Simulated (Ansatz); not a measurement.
Acetic acid (`CC(=O)O`), relaxed with RKS PBE0-D4/def2-TZVP in Ansatz 0.2.0 from a GFN2-xTB geometry. The force threshold is 0.005 eV/Å; the program also tests the step.

Total charge 0; spin multiplicity 1.

Start:

```xyz
8

C    -0.371    0.367    0.814
C     0.141    0.054   -0.563
O     0.188    0.820   -1.487
O     0.570   -1.212   -0.658
H    -0.647   -0.549    1.326
H     0.421    0.863    1.371
H    -1.216    1.045    0.745
H     0.913   -1.389   -1.548
```

```tsv
step	energy (eV)	largest force (eV/Å)	largest move (Å)
1	-6229.5921	0.469	0.000
2	-6229.6022	0.269	0.022
3	-6229.6057	0.270	0.029
4 (rejected)	-6229.6044	0.441	0.034
5	-6229.6082	0.085	0.016
6	-6229.6115	0.118	0.100
7 (rejected)	-6229.6054	0.799	0.146
8	-6229.6134	0.240	0.073
9	-6229.6144	0.151	0.073
10	-6229.6151	0.060	0.006
11	-6229.6163	0.037	0.048
12	-6229.6168	0.132	0.070
13 (rejected)	-6229.6152	0.212	0.018
14	-6229.6171	0.030	0.009
15	-6229.6172	0.002	0.013
16	-6229.6173	0.018	0.025
17	-6229.6173	0.006	0.007
18	-6229.6173	0.003	0.002
```

End:

```xyz
8

C    -0.366    0.374    0.805
C     0.071    0.014   -0.579
O    -0.197    0.616   -1.582
O     0.828   -1.099   -0.586
H    -0.937   -0.450    1.237
H     0.508    0.531    1.440
H    -0.973    1.275    0.774
H     1.068   -1.262   -1.509
```

It took 22 s on 2 threads of a server CPU on a shared host, with 0.27 GiB of host memory at the peak.
